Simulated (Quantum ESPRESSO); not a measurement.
Crystal: NbAs.

```
CELL_PARAMETERS angstrom
-1.72585 1.72585 5.84000
1.72585 -1.72585 5.84000
1.72585 1.72585 -5.84000
ATOMIC_POSITIONS crystal
Nb 0.50000 0.00000 0.50000
Nb 0.75000 0.75000 0.00000
As 0.91600 0.41600 0.50000
As 0.16600 0.16600 0.00000
```

Base run:

```yaml
Program: Quantum ESPRESSO 7.5
Functional: PBE
Potentials_or_basis: SSSP 1.3 efficiency PBE
Cutoff: 748 eV
Density_cutoff: 5987 eV
k_mesh: 11 × 11 × 11
Occupations: fermi-dirac, width 0.05 eV
Spin: no spin polarisation
```

Its results: band gap on the k mesh 0.03 eV, indirect (least direct gap 0.08 eV); pressure 3.7 GPa; largest force 0.295 eV/Å.

**Question.** The run is repeated on the same cell with these changes: functional from PBE to PBEsol; potentials or basis from SSSP 1.3 efficiency PBE to GBRV 1.5 PBEsol; cutoff from 748 eV to 612 eV; density cutoff from 5987 eV to 4898 eV. What comes out?

**Answer.** Band gap on the k mesh none (metal or under the smearing width); pressure -1.9 GPa; largest force 0.290 eV/Å.

Caveats: an odd mesh through Γ misses points on the zone boundary, where band edges often lie (some runs); some levels on the path didn't converge (some runs).
